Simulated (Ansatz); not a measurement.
**Rb: substituted relatives**

One table from this session's results is given with a row withheld; the runs are named, their logs left out.

Computed with Ansatz 0.2.0 (DFT PBEsol, scalar-relativistic, plane waves, PAW, unless a step's input says otherwise).

2 further runs of the same task are left out: 2 set aside as unsound or not needed. Runs told in other sessions of the task aren't counted.

## Starting point

It takes space group Cmcm (No. 63, orthorhombic). Conventional cell: a = 4.695 Å, b = 15.676 Å, c = 4.839 Å, α = 90.00°, β = 90.00°, γ = 90.00°.

As a file:

```
CELL_PARAMETERS angstrom
4.83867 0.00000 0.00000
0.00000 4.69499 0.00000
0.00000 0.00000 15.67621
ATOMIC_POSITIONS crystal
Rb 0.25039 0.25000 0.88139
Rb 0.24961 0.75000 0.38139
Rb 0.75039 0.25000 0.61861
Rb 0.74961 0.75000 0.11861
```

It is the result of an earlier relaxation at this level (volume 89.03 Å³/atom; gap on the mesh: none (metal)).

The first run:

Input file input.yaml:

```yaml
crystal:
  lattice:
    - [3.3200634151, 0.0, 0.0]
    - [0.0, 3.2214739201, 0.0]
    - [0.0, 0.0, 10.7562626449]
  atoms:
    - { symbol: Li, position: [0.2503903352, 0.25, 0.8813886888] }
    - { symbol: Li, position: [0.2496096648, 0.75, 0.3813886888] }
    - { symbol: Li, position: [0.7503903352, 0.25, 0.6186113112] }
    - { symbol: Li, position: [0.7496096648, 0.75, 0.1186113112] }
basis:
  ecutwfc: 420
kpoints:
  mp_grid: { grid: [6, 6, 2] }
hamiltonian:
  xc: pbesol
scf:
  occupations: { method: gaussian, width: 0.1 }
output:
  forces: true
  stress: true
  eigenvalues: true
```

Run with:

```bash
$ ansatz run input.yaml --threads 1 --pin off --max-ram 2560MiB --backend cpu --events-out ev --progress --plain --runs-dir out
```

Steps of the session up to this table: A first look at the start (Li); The relaxation (Li); Second relaxation, mesh chosen anew (Li); Probe: one point at the start (Sr); Relaxing cell and atoms (Sr); Second relaxation, mesh chosen anew (Sr).

One table of the session follows, with a row left open; its other results are not shown here.

Lengths are those of the vectors of the cell that was run:

| swap | volume (Å³/atom) | a (Å) | b (Å) | c (Å) |
| --- | --- | --- | --- | --- |
| none | 89.03 | 4.839 | 4.695 | 15.676 |
| Rb → Na | ? | ? | ? | ? |
| Rb → K | 72.75 | 4.540 | 4.357 | 14.712 |
| Rb → Li | 20.24 | 2.964 | 2.813 | 9.709 |
| Rb → Sr | 52.60 | 4.039 | 3.919 | 13.291 |

Estimate the missing values for Rb → Na.

**Answer.** volume (Å³/atom): 37.28; a (Å): 3.637; b (Å): 3.471; c (Å): 11.813. In the column «volume (Å³/atom)» it lies between Rb → Li (20.24) and Rb → Sr (52.60).

Lengths are those of the computed cell. Rows of earlier swaps come from the sessions before.

Caveats from the session: Warnings in the runs' records: structure snapped to symmetry.
